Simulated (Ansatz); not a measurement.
input.yaml

```yaml
crystal:
  lattice:
    - [2.7473278021, 0.0092733802, 0.0082065312]
    - [-1.3656329182, 2.3968167105, 0.0432771643]
    - [0.0076655421, 0.051103614, 2.5945560346]
  atoms:
    - { symbol: Mo, position: [0.0, 0.0, 0.5] }
basis:
  ecutwfc: 420
kpoints:
  mp_grid: { grid: [16, 16, 14] }
hamiltonian:
  xc: pbe
scf:
  occupations: { method: gaussian, width: 0.1 }
output:
  forces: true
  stress: true
  eigenvalues: true
  populations: true
```

Command:
```bash
ansatz run input.yaml --threads 1 --pin off --max-ram 1331MiB --backend cpu --events-out ev --progress --plain --runs-dir out
```

Method: DFT PBE, scalar-relativistic, plane waves, PAW in Ansatz.

From the run's log, abridged:

```
Pseudopotentials: kind: paw
Pseudopotential: Mo, paw, valence charge 14, recommended cutoff 420 eV (normal)
Functional definition: PBE
Crystal: 1 atom, lattice volume = 17.111 Å³
Basis set: ecut = 420 eV, 337 PW (Γ), exchange–correlation on 40×40×36 points (8 copies of the dense FFT grid, shifted against one another)
Bands: 11, of which v1, the nominal top of the filled ones, is band 7 counted from 1 (6 counted from 0)
Symmetry: 2 space group operations
Space group: P-1 (ITA 2), of the structure as read, at distance tolerance 2.6e-5 Å
k-points: 1796 of 3584
Initial density: superposition of atomic densities (neutral atoms: chi_scale 0, normalization atom), corrected by the library's trained network
Initial wavefunctions: pseudopotential atomic-orbital guess
Functional: x = pbe(κ = 0.804, μ = 0.21951497), c = pbe(β = 0.06672455)
SCF iter   1: F=—  HF=-4955.146582 eV  |F-HF|=—  |Δ(HF+E_count)|=         —  Δρ=6.61e-3  dr2=5.56e-3  ethr=1.77e-3  ⟨swp⟩=5.0  Hψ=115660  notcnv=0
SCF iter   2: F=—  HF=-4955.144832 eV  |F-HF|=—  |Δ(HF+E_count)|=   1.75e-3  Δρ=3.41e-3  dr2=1.63e-3  ethr=3.97e-5  ⟨swp⟩=1.4  Hψ=35916  notcnv=0
SCF iter   3: F=—  HF=-4955.144275 eV  |F-HF|=—  |Δ(HF+E_count)|=   5.57e-4  Δρ=4.55e-4  dr2=2.08e-5  ethr=1.16e-5  ⟨swp⟩=2.5  Hψ=30920  notcnv=0
SCF iter   4: F=—  HF=-4955.144278 eV  |F-HF|=—  |Δ(HF+E_count)|=   2.83e-6  Δρ=1.78e-4  dr2=5.61e-6  ethr=1.49e-7  ⟨swp⟩=2.0  Hψ=32377  notcnv=0
SCF iter   5: F=-4955.144276 eV  HF=-4955.144276 eV  |F-HF|=7.01e-10  |Δ(HF+E_count)|=   2.01e-6  Δρ=2.91e-5  dr2=5.54e-8  ethr=4.01e-8  ⟨swp⟩=2.5  Hψ=29886  notcnv=0
SCF iter   6: F=-4955.144276 eV  HF=-4955.144276 eV  |F-HF|=1.89e-10  |Δ(HF+E_count)|=   1.26e-8  Δρ=3.94e-6  dr2=8.54e-10  ethr=3.96e-10  ⟨swp⟩=2.3  Hψ=70885  notcnv=0
SCF 1 converged in 6 iterations: F = -4955.144276 eV  dr2 = 8.54e-10
SCF converged after 6 iterations
Free energy (F): -4955.144276 eV
Harris-Foulkes:  -4955.144276 eV  (|F-HF|=1.89e-10)
Internal energy: -4955.138985 eV  (E = F + TS)
E sigma→0 (E₀):  -4955.141630 eV
Entropy (-TS):   -0.005290 eV (-5.290 meV/atom)
Fermi energy:    18.916539 eV
--- Per-component energies (eV) ---
  E_band       = -81.909641
  E_kinetic    = 440.733428
  E_local      = -883.722987  (includes V_loc(G=0)·N_el)
  E_nonlocal   = 144.242727
  E_hartree    = 294.716734
  E_xc         = -182.756724
  E_vxc        = -228.029714  (∫ρ·V_xc dr)
  E_paw        = -3201.704822  (= ΣΔE_a)
  E_vpaw       = -144.566977  (= ΣTr[D̂ρ^β])
  E_aug_tail   = 0.000042  (compensation charges beyond the density's cutoff)
  E_ewald      = -1566.647384
  E_smearing   = -0.005290  (= −TS)
--- Forces (eV/Å), atoms counted from 1 ---
  atom   1  Mo     0.00000000     0.00000000     0.00000000
--- Stress (GPa, compression-positive) ---
       -0.375105       0.141744       0.531423
        0.141744       0.011705       3.500065
        0.531423       3.500067     -10.458269
  P = ⅓ Tr σ = -3.6072 GPa (-36.072 kbar)
--- Band table (eV; the first three rows and the last of 1796) ---
  k-point 0: bands = ["-42.1647", "-15.5284", "-15.4898", "-15.4711", "12.2017", "14.7445", "17.9024", "18.1432", "22.7067", "22.7743", "31.8139"]
  k-point 1: bands = ["-42.1549", "-15.5740", "-15.4993", "-15.4824", "12.3522", "14.9222", "17.9361", "18.1769", "22.5106", "22.5796", "31.9083"]
  k-point 2: bands = ["-42.1273", "-15.7868", "-15.4875", "-15.4640", "12.7568", "15.4561", "18.0321", "18.2729", "21.9998", "22.0704", "31.8595"]
  k-point 1795: bands = ["-41.7641", "-16.7374", "-16.5568", "-15.6688", "13.8118", "15.5377", "18.4703", "23.4402", "24.5557", "25.1452", "25.9588"]
--- Löwdin populations: 1 site ---
  site symbol q [e]
     0     Mo     13.9340
  spilling = 0.004715 (of n_electrons = 14.000000)
```

The run converged.